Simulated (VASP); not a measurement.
# GaN in VASP 6.6.1, single-point calculation

INCAR

```
PREC = Accurate
EDIFF = 1E-7
NSW = 0
GGA = PE
IBRION = -1
ISMEAR = -1
LREAL = .FALSE.
ENCUT = 520
LASPH = .TRUE.
IVDW = 20
NELM = 120
LWAVE = .FALSE.
SIGMA = 0.02
NBANDS = 26
ISIF = 2
LCHARG = .FALSE.
```

KPOINTS

```
KPOINTS created by Atomic Simulation Environment
0
Gamma
12 12 6
0 0 0
```

POSCAR

```
Ga N
 1.0000000000000000
     3.0558234010817764   -0.0000000000288674    0.0000000000000000
    -1.5279117005158882    2.6464206948302160    0.0000000000000000
     0.0000000000000000    0.0000000000000000    4.9762802200999996
 Ga  N
   2   2
Cartesian
  0.0000000000166667  1.7642804632105213 -0.0036375137309580
  1.5279117005492209  0.8821402315908270  2.4845025963190421
  0.0000000000166667  1.7642804632105213  1.8697425962684582
  1.5279117005492209  0.8821402315908270  4.3578827063184589
```

The recommended PBE PAW datasets give the neutral cell 36 valence electrons.

Command

```
mpirun -np 1 vasp_std
```

Predict the outcome of this run.

It converged. Results: gap between bands v and c on the k mesh 2.76 eV; least direct gap on the k mesh 2.76 eV; pressure 32.5 GPa; largest force 0.05 eV/Å. Band v is the last that the valence electrons fill when counted band by band, and c is the next.

OSZICAR

```
N       E                     dE             d eps       ncg     rms          rms(c)
DAV:   1     0.277847355648E+03    0.27785E+03   -0.17684E+04  4472   0.268E+03
DAV:   2     0.572101438054E+01   -0.27213E+03   -0.25686E+03  4280   0.493E+02
DAV:   3    -0.270654758165E+02   -0.32786E+02   -0.32358E+02  4554   0.142E+02
DAV:   4    -0.281013019228E+02   -0.10358E+01   -0.10317E+01  4792   0.268E+01
DAV:   5    -0.281205733312E+02   -0.19271E-01   -0.19257E-01  4760   0.354E+00    0.117E+01
DAV:   6    -0.235319250503E+02    0.45886E+01   -0.98176E+00  6532   0.549E+01    0.312E+00
DAV:   7    -0.236475867286E+02   -0.11566E+00   -0.18634E+00  4200   0.969E+00    0.289E+00
DAV:   8    -0.236418542443E+02    0.57325E-02   -0.13129E-01  5520   0.646E+00    0.653E-01
DAV:   9    -0.236279216209E+02    0.13933E-01   -0.51370E-02  6258   0.442E+00    0.259E-01
DAV:  10    -0.236285748452E+02   -0.65322E-03   -0.42621E-03  4210   0.536E-01    0.824E-02
DAV:  11    -0.236285662370E+02    0.86082E-05   -0.49045E-04  6030   0.430E-01    0.167E-02
DAV:  12    -0.236285710423E+02   -0.48053E-05   -0.58344E-05  5782   0.101E-01    0.934E-03
DAV:  13    -0.236285720537E+02   -0.10114E-05   -0.75950E-06  5594   0.240E-02    0.137E-03
DAV:  14    -0.236285721836E+02   -0.12981E-06   -0.87504E-07  4720   0.640E-03    0.131E-03
DAV:  15    -0.236285721948E+02   -0.11280E-07   -0.46520E-08  2286   0.201E-03
   1 F= -.24912782E+02 E0= -.24912782E+02  d E =-.995305E-12
```

For comparison, a separate PBE run of the intended cell, on usual settings and not on those above, gives a gap of 2.76 eV on its mesh and a pressure of 37.6 GPa.
